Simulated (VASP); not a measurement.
# HgTe (Coloradoite) (F-43m) in VASP: a series of runs, part 2 of 2

VASP 6.6.1. Earlier steps stand in the parts before.

## (3) Band structure, HSE06

POSCAR

```
HgTe                                    
1.0
    0.0000000000      3.2580088207      3.2580088207
    3.2580088207      0.0000000000      3.2580088207
    3.2580088207      3.2580088207      0.0000000000
  Hg              Te            
     1     1
Direct
     0.0000000000000000    0.0000000000000000    0.0000000000000000
     0.2500000000000000    0.2500000000000000    0.2500000000000000
```

INCAR.step1

```
PREC = Accurate
ENCUT = 520
EDIFF = 1E-5
ISMEAR = 0
SIGMA = 0.03
LREAL = False
LASPH = True
NELM = 80
ALGO = Normal
ISIF = 2
LWAVE = True
LCHARG = False
KPAR = 8
GGA = PE
```

INCAR.step2

```
PREC = Accurate
ENCUT = 520
EDIFF = 1E-7
ISMEAR = 0
SIGMA = 0.03
LREAL = False
LASPH = True
NELM = 80
ALGO = Normal
ISIF = 2
LWAVE = False
LCHARG = False
GGA = PE
LHFCALC = True
HFSCREEN = 0.2
PRECFOCK = Fast
KPAR = 8
ISTART = 1
```

KPOINTS

```
regular mesh
0
Gamma
  6 6 6
```

KPOINTS_OPT

```
explicit points
6
Reciprocal
 0.0000000000  0.0000000000  0.0000000000 1
 0.3750000000  0.3750000000  0.7500000000 1
 0.5000000000  0.5000000000  0.5000000000 1
 0.6250000000  0.2500000000  0.6250000000 1
 0.5000000000  0.2500000000  0.7500000000 1
 0.5000000000  0.0000000000  0.5000000000 1
```

Potentials or basis: VASP PAW PBE potentials, release 64 (Hg, Te).

Launch:

```bash
cat potpaw_PBE.64/Hg/POTCAR potpaw_PBE.64/Te/POTCAR > POTCAR
cp INCAR.step1 INCAR
mpirun -np 8 vasp_std > vasp.out
cp INCAR.step2 INCAR
mpirun -np 8 vasp_std > vasp.out
```

OUTCAR:

```text
PREC = Accurate
   ENCUT = 520
   EDIFF = 1E-7
   ISMEAR = 0
   LREAL = False
   LASPH = True
   NELM = 80
   ISIF = 2
   GGA = PE
   LHFCALC = True
   HFSCREEN = 0.2
   PRECFOCK = Fast
   ISTART = 1

 ion  position               nearest neighbor table
   1  0.000  0.000  0.000-   2 2.82   2 2.82   2 2.82   2 2.82
   2  0.250  0.250  0.250-   1 2.82   1 2.82   1 2.82   1 2.82

  LATTYP: Found a face centered cubic cell.
 ALAT       =     6.5160176414

  Lattice vectors:

 A1 = (   0.0000000000,   3.2580088207,   3.2580088207)
 A2 = (   3.2580088207,   0.0000000000,   3.2580088207)
 A3 = (   3.2580088207,   3.2580088207,   0.0000000000)

Analysis of symmetry for initial positions (statically):
=====================================================================
 Subroutine PRICEL returns:
 Original cell was already a primitive cell.

 Routine SETGRP: Setting up the symmetry group for a
 face centered cubic supercell.

 Subroutine GETGRP returns: Found 24 space group operations
 (whereof 24 operations were pure point group operations)
 out of a pool of 48 trial point group operations.

The static configuration has the point symmetry T_d .

Analysis of symmetry for dynamics (positions and initial velocities):
=====================================================================
 Subroutine PRICEL returns:
 Original cell was already a primitive cell.

 Routine SETGRP: Setting up the symmetry group for a
 face centered cubic supercell.

 Subroutine GETGRP returns: Found 24 space group operations
 (whereof 24 operations were pure point group operations)
 out of a pool of 48 trial point group operations.

The dynamic configuration has the point symmetry T_d .

 Subroutine INISYM returns: Found 24 space group operations
 (whereof 24 operations are pure point group operations),
 and found     1 'primitive' translations

----------------------------------------------------------------------------------------

                                     Primitive cell

  volume of cell :      69.1651

  direct lattice vectors                    reciprocal lattice vectors
     0.000000000  3.258008821  3.258008821    -0.153467970  0.153467970  0.153467970
     3.258008821  0.000000000  3.258008821     0.153467970 -0.153467970  0.153467970
     3.258008821  3.258008821  0.000000000     0.153467970  0.153467970 -0.153467970

  length of vectors
     4.607520261  4.607520261  4.607520261     0.265814321  0.265814321  0.265814321

  position of ions in fractional coordinates (direct lattice)
     0.000000000  0.000000000  0.000000000
     0.250000000  0.250000000  0.250000000

  ion indices of the primitive-cell ions
   primitive index   ion index
                 1           1
                 2           2

----------------------------------------------------------------------------------------

 KPOINTS: regular mesh

Automatic generation of k-mesh.
 Grid dimensions read from file:
 generate k-points for:    6    6    6

 Generating k-lattice:

[... 39 lines left out ...]
   ions per type =               1   1
   NGX,Y,Z   is equivalent  to a cutoff of  12.99, 12.99, 12.99 a.u.
   NGXF,Y,Z  is equivalent  to a cutoff of  25.98, 25.98, 25.98 a.u.
 SYSTEM =  unknown system
   PREC   = accura    normal or accurate (medium, high low for compatibility)
   ISTART =      1    job   : 0-new  1-cont  2-samecut
   ICHARG =      0    charge: 1-file 2-atom 10-const
   ISPIN  =      1    spin polarized calculation?
   LNONCOLLINEAR =      F non collinear calculations
   LSORBIT =      F    spin-orbit coupling
   LASPH  =      T    aspherical Exc in radial PAW
   ENCUT  =  520.0 eV  38.22 Ry    6.18 a.u.   8.57  8.57  8.57*2*pi/ulx,y,z
   NELM   =     80;   NELMIN=  2; NELMDL=  0     # of ELM steps
   EDIFF  = 0.1E-06   stopping-criterion for ELM
   LREAL  =      F    real-space projection
   EDIFFG = 0.1E-05   stopping-criterion for IOM
   NSW    =      0    number of steps for IOM
   IBRION =     -1    ionic relax: 0-MD 1-quasi-New 2-CG
   NFREE  =      0    steps in history (QN), initial steepest desc. (CG)
   ISIF   =      2    stress and relaxation
   ISYM   =      3    0-nonsym 1-usesym 2-fastsym
   POTIM  = 0.5000    time-step for ionic-motion
   TEBEG  =    0.0;   TEEND  =   0.0 temperature during run
   PSTRESS=    0.0 pullay stress
   NELECT =      18.0000    total number of electrons
   NUPDOWN=      -1.0000    fix difference up-down
   EMIN   =  10.00;   EMAX   =-10.00  energy-range for DOS
   EFERMI =   0.00;   METHOD = LEGACY
   ISMEAR =     0;   SIGMA  =   0.03  broadening in eV -4-tet -1-fermi 0-gaus
   EFERMI_NEDOS =   21; number of points for ismear=-14 and -15
   IALGO  =     38    algorithm
   IMIX   =      1    mixing-type and parameters
     AMIX     =   0.40;   BMIX     =  1.00
     AMIX_MAG =   1.60;   BMIX_MAG =  1.00
  volume/ion in A,a.u.               =      34.58       233.37
  Fermi-wavevector in a.u.,A,eV,Ry     =   1.045210  1.975160 14.863864  1.092463
  Thomas-Fermi vector in A             =   2.179996
   LORBIT       =      0    0 simple, 1 ext, 2 COOP (PROOUT), +10 PAW based schemes
   GGA     = PE    functional components
   LHFCALC =     T    Hartree Fock is set to
   PRECFOCK=fast      Normal, Fast or Accurate (Low or Medium for compatibility)
   ENCUT4O =  -1.0   cutoff for four orbital integrals eV
   NKREDX  =     1    reduce k-point grid by
   NKREDY  =     1    reduce k-point grid by
   NKREDZ  =     1    reduce k-point grid by
   AEXX    =    0.2500 exact exchange contribution
   HFSCREEN=    0.2000 screening length (either q_TF or 0.3 A-1)
   HFSCREENC=   0.2000 screening length for correlation (either q_TF or 0.3 A-1)
   ENCUTFOCK=  -1.0 apply spherical cutoff to Coloumb kernel
   IVDW    =     0    specifies the selected vdW correction
   LEPSILON=     F    determine dielectric tensor
   LRPA    =     F    only Hartree local field effects (RPA)
 non-spin polarized calculation
 Gauss-broadening in eV      SIGMA  =   0.03
  energy-cutoff  :      520.00
  volume of cell :       69.17
 maximum number of plane-waves:      1892
 NGX is ok and might be reduce to    36
  NGX = 20; NGY = 20; NGZ = 20

 number of electron      18.0000002 magnetization

 Free energy of the ion-electron system (eV)
  ---------------------------------------------------
  ext. energy  EPLUGINS =         0.00000000
  ---------------------------------------------------
  free energy    TOTEN  =        -4.75139331 eV

  energy without entropy =       -4.75117906  energy(sigma->0) =       -4.75128619

 E-fermi :   2.3899     XC(G=0):  -7.1967

 val. band max:        2.3807175627   @ k =   0.0000   0.0000   0.0000
 cond. band min:       3.7406654441   @ k =   0.1667   0.0000   0.0000
 fundamental gap:      1.3599478814
 Fermi energy:         2.3898536708

 k-point     1 :       0.0000    0.0000    0.0000
  band No.  band energies     occupation
      1     -10.4810      2.00000
      2      -5.9393      2.00000
      3      -5.9393      2.00000
      4      -5.9393      2.00000
      5      -5.4318      2.00000
      6      -5.4317      2.00000
      7       2.2234      2.00000
      8       2.3807      1.33337
      9       2.3807      1.33333
     10       2.3807      1.33330
     11       7.4312      0.00000
     12       7.4312      0.00000
     13       7.4312      0.00000
[... 226 lines left out ...]
  band No.  band energies     occupation
      1      -9.6865      2.00000
      2      -5.7110      2.00000
      3      -5.6707      2.00000
      4      -5.5365      2.00000
      5      -5.4138      2.00000
      6      -4.8144      2.00000
      7      -3.3675      2.00000
      8      -0.2603      2.00000
      9      -0.2255      2.00000
     10       5.9194      0.00000
     11       6.7719      0.00000
     12       9.7233      0.00000
     13       9.9016      0.00000

------------------------ aborting loop because EDIFF is reached ----------------------------------------

  FORCE on cell =-STRESS in cart. coord.  units (eV):
  Direction    XX          YY          ZZ          XY          YZ          ZX
  --------------------------------------------------------------------------------------
  -------------------------------------------------------------------------------------
  Total        0.4044142      0.4044142      0.4044142     -0.0000000     -0.0000000     -0.0000000
  in kB        9.3680717      9.3680717      9.3680717     -0.0000000     -0.0000000     -0.0000000
  external PRESSURE =       9.3680717 kB  Pullay stress =       0.0000000 kB

 VOLUME and BASIS-vectors are now :
 -----------------------------------------------------------------------------
  energy-cutoff  :      520.00
  volume of cell :       69.17
      direct lattice vectors                 reciprocal lattice vectors
     0.000000000  3.258008821  3.258008821    -0.153467970  0.153467970  0.153467970
     3.258008821  0.000000000  3.258008821     0.153467970 -0.153467970  0.153467970
     3.258008821  3.258008821  0.000000000     0.153467970  0.153467970 -0.153467970

 POSITION                                       TOTAL-FORCE (eV/Angst)
 -----------------------------------------------------------------------------------
      0.00000      0.00000      0.00000        -0.000000     -0.000000     -0.000000
      1.62900      1.62900      1.62900         0.000000      0.000000      0.000000
 -----------------------------------------------------------------------------------
    total drift:                               -0.000004     -0.000005     -0.000003

  FREE ENERGIE OF THE ION-ELECTRON SYSTEM (eV)
  ---------------------------------------------------
  free  energy   TOTEN  =        -4.7513933135 eV

  energy  without entropy=       -4.7511790603  energy(sigma->0) =       -4.75128619
```

Run time: 4.5 min. Hardware: 8 MPI ranks of AMD EPYC 9R45 (Zen 5), shared host; peak memory 0.36 GiB.

Results:

* Free energy: -4.7514 eV
* Pressure: 0.9 GPa
* Band gap along the path: none (metal or under the smearing width)

Caveat: the PAW data sets were made with another functional, which shifts forces and pressure a little; spin-orbit coupling is left out, which moves the levels of the heavy elements.

## (4) Band structure, PBE0

POSCAR is that of step 3.

INCAR.step1 is that of step 3.

Changes to INCAR.step2 since step 3:

```diff
@@ -14,4 +14,5 @@
 LHFCALC = True
-HFSCREEN = 0.2
+AEXX = 0.25
 PRECFOCK = Fast
+HFRCUT = -1
 KPAR = 8
```

KPOINTS is that of step 3.

KPOINTS_OPT is that of step 3.

Potentials or basis: VASP PAW PBE potentials, release 64 (Hg, Te).

Launch:

```bash
cat potpaw_PBE.64/Hg/POTCAR potpaw_PBE.64/Te/POTCAR > POTCAR
cp INCAR.step1 INCAR
mpirun -np 8 vasp_std > vasp.out
cp INCAR.step2 INCAR
mpirun -np 8 vasp_std > vasp.out
```

OUTCAR:

```text
PREC = Accurate
   ENCUT = 520
   EDIFF = 1E-7
   ISMEAR = 0
   LREAL = False
   LASPH = True
   NELM = 80
   ISIF = 2
   GGA = PE
   LHFCALC = True
   AEXX = 0.25
   PRECFOCK = Fast
   ISTART = 1

 ion  position               nearest neighbor table
   1  0.000  0.000  0.000-   2 2.82   2 2.82   2 2.82   2 2.82
   2  0.250  0.250  0.250-   1 2.82   1 2.82   1 2.82   1 2.82

  LATTYP: Found a face centered cubic cell.
 ALAT       =     6.5160176414

  Lattice vectors:

 A1 = (   0.0000000000,   3.2580088207,   3.2580088207)
 A2 = (   3.2580088207,   0.0000000000,   3.2580088207)
 A3 = (   3.2580088207,   3.2580088207,   0.0000000000)

Analysis of symmetry for initial positions (statically):
=====================================================================
 Subroutine PRICEL returns:
 Original cell was already a primitive cell.

 Routine SETGRP: Setting up the symmetry group for a
 face centered cubic supercell.

 Subroutine GETGRP returns: Found 24 space group operations
 (whereof 24 operations were pure point group operations)
 out of a pool of 48 trial point group operations.

[... 174 lines left out ...]
      3      -6.3353      2.00000
      4      -6.3349      2.00000
      5      -5.8267      2.00000
      6      -5.8264      2.00000
      7       2.0805      2.00000
      8       2.0827      2.00000
      9       2.1156      2.00000
     10       2.4320      0.00000
     11       7.7666      0.00000
     12       7.7672      0.00000
     13       7.7681      0.00000
[... 226 lines left out ...]
  band No.  band energies     occupation
      1     -10.0843      2.00000
      2      -6.1088      2.00000
      3      -6.0672      2.00000
      4      -5.9329      2.00000
      5      -5.8096      2.00000
      6      -5.2087      2.00000
      7      -3.7689      2.00000
      8      -0.6308      2.00000
      9      -0.5934      2.00000
     10       6.2732      0.00000
     11       7.0964      0.00000
     12      10.0830      0.00000
     13      10.2514      0.00000

------------------------ aborting loop because EDIFF is reached ----------------------------------------

  FORCE on cell =-STRESS in cart. coord.  units (eV):
  Direction    XX          YY          ZZ          XY          YZ          ZX
  --------------------------------------------------------------------------------------
  -------------------------------------------------------------------------------------
  Total        0.3561374      0.3561374      0.3561374      0.0000000      0.0000000      0.0000000
  in kB        8.2497623      8.2497623      8.2497623      0.0000000      0.0000000      0.0000000
  external PRESSURE =       8.2497623 kB  Pullay stress =       0.0000000 kB

 VOLUME and BASIS-vectors are now :
 -----------------------------------------------------------------------------
  energy-cutoff  :      520.00
  volume of cell :       69.17
      direct lattice vectors                 reciprocal lattice vectors
     0.000000000  3.258008821  3.258008821    -0.153467970  0.153467970  0.153467970
     3.258008821  0.000000000  3.258008821     0.153467970 -0.153467970  0.153467970
     3.258008821  3.258008821  0.000000000     0.153467970  0.153467970 -0.153467970

 POSITION                                       TOTAL-FORCE (eV/Angst)
 -----------------------------------------------------------------------------------
      0.00000      0.00000      0.00000        -0.000000     -0.000000     -0.000000
      1.62900      1.62900      1.62900         0.000000      0.000000      0.000000
 -----------------------------------------------------------------------------------
    total drift:                                0.023204      0.001496     -0.012344

  FREE ENERGIE OF THE ION-ELECTRON SYSTEM (eV)
  ---------------------------------------------------
  free  energy   TOTEN  =        -5.2429992622 eV

  energy  without entropy=       -5.2429992622  energy(sigma->0) =       -5.24299926
```

OUTCAR.step1:

```text
PREC = Accurate
   ENCUT = 520
   EDIFF = 1E-5
   ISMEAR = 0
   LREAL = False
[... 469 lines left out ...]
      0.00000      0.00000      0.00000         0.000000      0.000000      0.000000
      1.62900      1.62900      1.62900        -0.000000     -0.000000     -0.000000
 -----------------------------------------------------------------------------------
    total drift:                               -0.000000     -0.000000     -0.000000

  FREE ENERGIE OF THE ION-ELECTRON SYSTEM (eV)
  ---------------------------------------------------
  free  energy   TOTEN  =        -3.6057265711 eV

  energy  without entropy=       -3.6055123179  energy(sigma->0) =       -3.60561944
```

OSZICAR.step1:

```text
N       E                     dE             d eps       ncg     rms          rms(c)
DAV:   1     0.107558194994E+03    0.10756E+03   -0.83104E+03   424   0.121E+03
DAV:   2     0.585300456729E+00   -0.10697E+03   -0.10280E+03   471   0.267E+02
DAV:   3    -0.377092249075E+01   -0.43562E+01   -0.43370E+01   491   0.548E+01
DAV:   4    -0.381599136233E+01   -0.45069E-01   -0.45065E-01   584   0.514E+00
DAV:   5    -0.381612832771E+01   -0.13697E-03   -0.13697E-03   506   0.269E-01    0.727E+00
DAV:   6    -0.361309038010E+01    0.20304E+00   -0.49821E-01   471   0.103E+01    0.583E+00
DAV:   7    -0.360638218287E+01    0.67082E-02   -0.11005E-01   466   0.261E+00    0.219E+00
DAV:   8    -0.360564989607E+01    0.73229E-03   -0.11195E-02   421   0.143E+00    0.602E-01
DAV:   9    -0.360568051945E+01   -0.30623E-04   -0.84819E-04   496   0.372E-01    0.135E-01
DAV:  10    -0.360571195872E+01   -0.31439E-04   -0.98600E-05   480   0.101E-01    0.549E-02
DAV:  11    -0.360572850700E+01   -0.16548E-04   -0.41975E-05   451   0.561E-02    0.353E-02
DAV:  12    -0.360572657110E+01    0.19359E-05   -0.50024E-06   268   0.220E-02
   1 F= -.36057266E+01 E0= -.36056194E+01  d E =-.214253E-03
```

It took 7.2 min on 8 MPI ranks of AMD EPYC 9R45 (Zen 5), shared host; peak memory 0.27 GiB.

Results:

```
Free energy             : -5.2430 eV
Pressure                : 0.8 GPa
Band gap on the k mesh  : 0.32 eV, direct
Band gap along the path : 0.32 eV, direct
```

Levels at points of the mesh, in eV from the valence-band top:
| k point | band 5 | band 6 | band 7 | band 8 | band 9 | band 10 | band 11 | band 12 | band 13 |
| --- | --- | --- | --- | --- | --- | --- | --- | --- | --- |
| (0.00, 0.00, 0.00) | -7.94 | -7.94 | -0.04 | -0.03 | 0.00 | 0.32 | 5.65 | 5.65 | 5.65 |
| (0.50, 0.00, 0.00) | -7.92 | -7.59 | -5.87 | -1.09 | -1.09 | 1.93 | 6.47 | 6.47 | 8.33 |
| (0.50, 0.50, 0.00) | -7.89 | -7.44 | -5.86 | -2.45 | -2.45 | 3.20 | 3.73 | 9.79 | 10.59 |

Caveat: the PAW data sets were made with another functional, which shifts forces and pressure a little; spin-orbit coupling is left out, which moves the levels of the heavy elements.

## (5) Overview

```csv
level,screening parameter,exchange at q = 0,pressure (GPa)
PBE,-,-,2.6
HSE06,0.2 1/A,-,0.9
PBE0,-,truncated,0.8
```

Alike in all rows: task band structure; potentials or basis VASP PAW PBE potentials, release 64 (Hg, Te); no spin polarisation; cell as given; k mesh 6 × 6 × 6; cutoff (eV) 520; smearing gaussian 0.03 eV.

The pressure there spans 0.8 GPa (PBE0) to 2.6 GPa (PBE); a positive pressure means that this level wants a larger cell, a negative one a smaller.

Caveats: spin-orbit coupling is left out, which moves the levels of the heavy elements; the PAW data sets were made with another functional, which shifts forces and pressure a little (some runs).

Absolute energies hang on the potentials; compare differences alone.
